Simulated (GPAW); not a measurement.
# MnS (F-43m) in GPAW: single point with PBE

Aim: the single point of MnS with PBE.

Everything below comes from runs of GPAW 26.7.0. Logs are shortened: lines on timing, memory, paths and dates and some standing lists are left out, and cuts for length are marked. The log counts tension as positive stress, the text compression.

## Step 1: The crystal as given

Symmetry: F-43m, No. 216, cubic system. Conventional cell: a = 4.947 Å, b = 4.947 Å, c = 4.947 Å, α = 90.00°, β = 90.00°, γ = 90.00°. Mn (site symmetry -43m) has 4 S at 2.14 Å as nearest neighbours. S (site symmetry -43m) is surrounded by 4 Mn at 2.14 Å.

The cell is a database's computed one.

## Step 2: Single point, PBE, collinear spin, ferromagnetic start

run.py

```python
from ase.io import read
from gpaw import PW
from gpaw.dft import DFT

atoms = read('MnS.cif')
atoms.set_initial_magnetic_moments([4.0, 0.0])

dft = DFT(atoms,
          mode=PW(600),
          xc='PBE',
          kpts={'size': (9, 9, 9), 'gamma': True},
          occupations={'name': 'fermi-dirac', 'width': 0.05},
          nbands=21,
          convergence={'density': 1e-05, 'energy': 1e-05},
          maxiter=150,
          txt='gpaw.txt')
print(f'Energy: {dft.calculate_energy():.6f} eV')
print('Forces (eV/A):')
print(dft.calculate_forces().round(4))
print('Stress (eV/A^3):', dft.calculate_stress().round(6))
print('Moments:', dft.magmoms()[1].round(3))
dft.write_gpw_file('gs.gpw')
```

MnS.cif

```cif
data_MnS
_cell_length_a 3.49800551
_cell_length_b 3.49800551
_cell_length_c 3.49800551
_cell_angle_alpha 60.00000000
_cell_angle_beta 60.00000000
_cell_angle_gamma 60.00000000
_space_group_name_H-M_alt 'P1'
_space_group_name_Hall 'P 1'
_space_group_IT_number 1
loop_
_space_group_symop_operation_xyz
'x,y,z'
loop_
_atom_site_label
_atom_site_type_symbol
_atom_site_symmetry_multiplicity
_atom_site_Wyckoff_symbol
_atom_site_fract_x
_atom_site_fract_y
_atom_site_fract_z
_atom_site_occupancy
Mn1 Mn 1 a 0.0000000000 0.0000000000 0.0000000000 1
S1 S 1 a 0.7500000000 0.7500000000 0.7500000000 1
```

Potentials or basis: GPAW PAW data sets (gpaw-data 1.2.1), pw.

The run is started by

```sh
$ OMP_NUM_THREADS=1 python run.py
```

gpaw.txt:

```text
Diagonalizing LCAO Hamiltonian
Converting LCAO to pw mode

                      S

       Mn

Atoms  # Å, Bohr magnetons
|   | symbol |        x |        y |        z |    initial magnetic moments |
|---|--------|----------|----------|----------|-----------------------------|
| 0 |     Mn | 0.000000 | 0.000000 | 0.000000 | ( 0.0000,  0.0000,  4.0000) |
| 1 |      S | 5.247008 | 3.029362 | 2.142082 | ( 0.0000,  0.0000,  0.0000) |

Unit cell  # Å
| periodic |        x |        y |        z |  lengths |    angles |
|----------|----------|----------|----------|----------|-----------|
|      yes | 3.498006 | 0.000000 | 0.000000 | 3.498006 | 60.000000 |
|      yes | 1.749003 | 3.029362 | 0.000000 | 3.498006 | 60.000000 |
|      yes | 1.749003 | 1.009787 | 2.856110 | 3.498006 | 60.000000 |

Number of symmetries: 24
Symmetry operations  # r_c * U_cc + t_c -> r_c
|    | kind |            matrix            |
|----|------|------------------------------|
|  0 |  E   |  1, 0, 0,  0, 1, 0,  0, 0, 1 |
|  1 |  σ   |  1, 0, 0,  0, 0, 1,  0, 1, 0 |
|  2 |  σ   |  1, 0,-1,  0, 1,-1,  0, 0,-1 |
|  3 |  C3  |  1, 0,-1,  0, 0,-1,  0, 1,-1 |
|  4 |  C3  |  1,-1, 0,  0,-1, 1,  0,-1, 0 |
|  5 |  σ   |  1,-1, 0,  0,-1, 0,  0,-1, 1 |
|  6 |  σ   |  0, 1, 0,  1, 0, 0,  0, 0, 1 |
|  7 |  C3  |  0, 1, 0,  0, 0, 1,  1, 0, 0 |
|  8 |  C2  |  0, 1,-1,  1, 0,-1,  0, 0,-1 |
|  9 |  S4  |  0, 1,-1,  0, 0,-1,  1, 0,-1 |
| 10 |  C3  |  0, 0, 1,  1, 0, 0,  0, 1, 0 |
| 11 |  σ   |  0, 0, 1,  0, 1, 0,  1, 0, 0 |
| 12 |  S4  |  0, 0,-1,  1, 0,-1,  0, 1,-1 |
| 13 |  C3  |  0, 0,-1,  0, 1,-1,  1, 0,-1 |
| 14 |  S4  |  0,-1, 1,  1,-1, 0,  0,-1, 0 |
| 15 |  C2  |  0,-1, 1,  0,-1, 0,  1,-1, 0 |
| 16 |  C3  |  0,-1, 0,  1,-1, 0,  0,-1, 1 |
| 17 |  S4  |  0,-1, 0,  0,-1, 1,  1,-1, 0 |
| 18 |  S4  | -1, 1, 0, -1, 0, 1, -1, 0, 0 |
| 19 |  C3  | -1, 1, 0, -1, 0, 0, -1, 0, 1 |
| 20 |  C3  | -1, 0, 1, -1, 1, 0, -1, 0, 0 |
| 21 |  S4  | -1, 0, 1, -1, 0, 0, -1, 1, 0 |
| 22 |  σ   | -1, 0, 0, -1, 1, 0, -1, 0, 1 |
| 23 |  C2  | -1, 0, 0, -1, 0, 1, -1, 1, 0 |

BZ-sampling:
  Number of BZ points: 729
  Number of IBZ points: 35

  Monkhorst-Pack size: [9, 9, 9]
  Monkhorst-Pack shift: [0, 0, 0]

K-points  # in reciprocal-cell coordinates
|     |                                coordinates |     weight |
|-----|--------------------------------------------|------------|
|   0 | (  0.00000000,   0.00000000,   0.00000000) | 0.00137174 |
|   1 | (  0.11111111,   0.11111111,   0.00000000) | 0.00823045 |
|   2 | (  0.11111111,   0.11111111,   0.11111111) | 0.01097394 |
|   3 | (  0.22222222,   0.11111111,   0.11111111) | 0.01646091 |
|   4 | (  0.22222222,   0.22222222,   0.00000000) | 0.00823045 |
|   5 | (  0.22222222,   0.22222222,   0.11111111) | 0.03292181 |
|   6 | (  0.22222222,   0.22222222,   0.22222222) | 0.01097394 |
|   7 | (  0.33333333,   0.22222222,   0.11111111) | 0.03292181 |
|   8 | (  0.33333333,   0.22222222,   0.22222222) | 0.03292181 |
|   9 | (  0.33333333,   0.33333333,  -0.33333333) | 0.01646091 |
| ... |                                            |            |
|  34 | (  0.44444444,   0.44444444,   0.44444444) | 0.01097394 |

Plane wave coefficients: 1022
Cutoff: 600.0 eV

Spin-components: 2 (collinear spins)
Bands:           21
Projectors:      11
Spin-degeneracy: 1
Datatype:        complex128

Density:
  Valence electrons: 21.0
  Components: 2
  Grid points: [20 20 20]
  Charge: 0.0  # |e|

Potential:
  Grid points: [20 20 20]

species:
  Mn:
    name:    Manganese
    Z:       25.0
    valence: 15
    core:    10
    charge:  0.0  # [|e|]
    compensation charges:
      type: gauss
      rc: 0.38  # [Å]
      lmax: 2
    cutoffs:
      filter: 2.14  # [Å]
      core: 0.86  # [Å]
    projectors
    | kind |    occ | energy [eV] | rcut [Å] |
    |------|--------|-------------|----------|
    |   3s |  2.000 |     -85.859 |    1.275 |
    |   4s |  2.000 |      -5.106 |    1.275 |
    |   3p |  6.000 |     -54.597 |    1.281 |
    |   4p |  0.000 |      -1.371 |    1.281 |
    |   3d |  5.000 |      -6.771 |    1.138 |
    |    d |        |      20.441 |    1.138 |

    Using partial waves for Mn as LCAO basis

  S:
    name:    Sulfur
    Z:       16.0
    valence: 6
    core:    10
    charge:  0.0  # [|e|]
    compensation charges:
      type: gauss
      rc: 0.24  # [Å]
      lmax: 2
    cutoffs:
      filter: 1.77  # [Å]
      core: 1.66  # [Å]
    projectors
    | kind |    occ | energy [eV] | rcut [Å] |
    |------|--------|-------------|----------|
    |   3s |  2.000 |     -17.254 |    0.974 |
    |   3p |  4.000 |      -7.008 |    0.979 |
    |    s |        |       9.957 |    0.974 |
    |    p |        |      20.203 |    0.979 |
    |    d |        |       0.000 |    0.900 |

    Using partial waves for S as LCAO basis

Reference energy: -42371.707970  # eV

eigensolver:
  PPCG
  Converge bands: occupied
  niter=2

density mixing:
  MSR1-Mixer
  Pratt-step length: 0.05
  Maximum mixing coefficient: 0.75
  Old densities: 10
  SVD Regularization: 0.005
  Good broyden scale: 1.0
  Trust region scale: 1.0
  Backstep threshold: 4.0
  History deletion threshold: 6.0
  Fourier metric: weight=20.0, sigma=0.015

occupation numbers:
  Fermi-Dirac:
    width: 0.0500  # eV

poisson solver:
  ecut: 4800.0  # eV

xc functional:
  name: PBE with 2 nearest neighbor stencil

convergence criteria:
- Maximum integral of absolute [dens]ity change: 1e-05 electrons / valence electron
- Maximum [total energy] change in last 3 cyles: 1e-05 eV / valence electron
- Maximum integral of absolute [eigenst]ate change: 4e-08 eV^2 / valence electron
maximum number of iterations: 150

SCF iterations
|iter     | |      energy | eigst |  dens |  magmom |
|---------|-|-------------|-------|-------|---------|
|iter:   1| |  -13.893003 | +0.29 |       |  +4.0039|
|iter:   2| |  -13.875402 | -1.77 | -1.05 |  +3.9643|
|iter:   3| |  -14.056568 | -1.96 | -1.08 |  +3.3359|
|iter:   4| |  -14.008184 | -2.16 | -1.21 |  +2.9292|
|iter:   5| |  -14.039134 | -2.94 | -1.51 |  +2.5808|
|iter:   6| |  -14.090454 | -3.11 | -1.64 |  +2.0711|
|iter:   7| |  -14.161925 | -3.18 | -1.72 |  +1.3797|
|iter:   8| |  -14.189375 | -1.85 | -1.67 |  -1.4530|
|iter:   9| |  -14.278138 | -2.14 | -1.35 |  +0.6322|
|iter:  10| |  -14.294469 | -3.40 | -1.83 |  +0.2271|
|iter:  11| |  -14.274171 | -3.57 | -2.26 |  +0.6957|
|iter:  12| |  -14.291103 | -3.05 | -1.89 |  -0.0176|
|iter:  13| |  -14.290768 | -4.54 | -2.37 |  +0.0047|
|iter:  14| |  -14.292397 | -4.47 | -2.70 |  +0.1286|
|iter:  15| |  -14.292733 | -5.38 | -2.96 |  +0.1722|
|iter:  16| |  -14.292746 | -6.12 | -3.27 |  +0.1673|
|iter:  17| |  -14.292913c| -6.08 | -3.47 |  +0.1849|
|iter:  18| |  -14.293024 | -6.20 | -3.69 |  +0.1951|
|iter:  19| |  -14.293090c| -6.57 | -3.93 |  +0.2021|
|iter:  20| |  -14.293120c| -7.19 | -4.37 |  +0.2058|
|iter:  21| |  -14.293119c| -8.27c| -4.98 |  +0.2055|
|iter:  22| |  -14.293120c| -8.75c| -5.62c|  +0.2055|
SCF steps: 22
Energy contributions relative to reference atoms: (reference = -42371.707970)

Energy contributions:
  Kinetic:           7.999709
  Coulomb:          -6.611527
  Zero:              0.250302
  External:          0.000000
  Xc:              -15.921652
  Entropy:          -0.019903
  Spinorbit:         0.000000
  ----------------------------
  Free energy:     -14.303071
  Extrapolated:    -14.293120

Forces  # eV/Ang
|       x |       y |        z |
|---------|---------|----------|
| 0.00000 | 0.00000 | -0.00000 |  # Mn   0
| 0.00000 | 0.00000 |  0.00000 |  # S    1

Stress tensor  # eV/Ang^3
|         x |         y |         z |
|-----------|-----------|-----------|
| -0.023960 |  0.000000 |  0.000000 |
|  0.000000 | -0.023960 |  0.000000 |
|  0.000000 | -0.000000 | -0.023960 |

Total magnetic moment: (0.000000, 0.000000, 0.205501)

Local magnetic moments
|        x |        y |         z |
|----------|----------|-----------|
| 0.000000 | 0.000000 |  0.194201 |  # Mn   0
| 0.000000 | 0.000000 | -0.003014 |  # S    1

Writing to gs.gpw (mode='')

  __  _  _
 | _ |_)|_||  |
 |__||  | ||/\| - 26.7.0

Input parameters:
  mode=PW(ecut=600.0),
  convergence={'density': 1e-05, 'energy': 1e-05},
  kpts=MonkhorstPack(size=(9, 9, 9), gamma=True),
  maxiter=150,
  nbands=21,
  occupations=Occupations(name='fermi-dirac', width=0.05),
  xc=XC(name='PBE')
# Writing to gs.gpw (mode='')
```

Wall time 43 s (1 thread of Arm Neoverse V2, shared host); peak memory 0.17 GiB.

What came out:

* Free energy: -14.3031 eV
* Pressure: 3.8 GPa
* Band gap on the k mesh: none (metal or under the smearing width)
* Net moment: 0.21 μB per cell
* Site moments: Mn +0.19; S -0.00 μB

Caveat: the moment fell far below its start of 4 μB, so a state of higher moment may lie lower in energy; semilocal functionals often make such compounds metallic where correlation or magnetic order opens a gap, which also shifts bond lengths. With open d or f shells a metallic result of PBE can be an artefact of self-interaction; +U or a hybrid may open a gap.

## Step 3: The reference run

An earlier run on the cell as given: functional PBE; potentials or basis GPAW PAW data sets (gpaw-data 1.2.1); cutoff 600 eV; basis pw; k mesh 9 × 9 × 9; occupations fermi-dirac, width 0.05 eV; collinear spin, ferromagnetic start; starting moments [4.0, 0.0] μB.

- Pressure: 3.8 GPa
- Band gap on the k mesh: none (metal or under the smearing width)
- Net moment: 0.21 μB per cell
- Site moments: Mn +0.19; S -0.00 μB
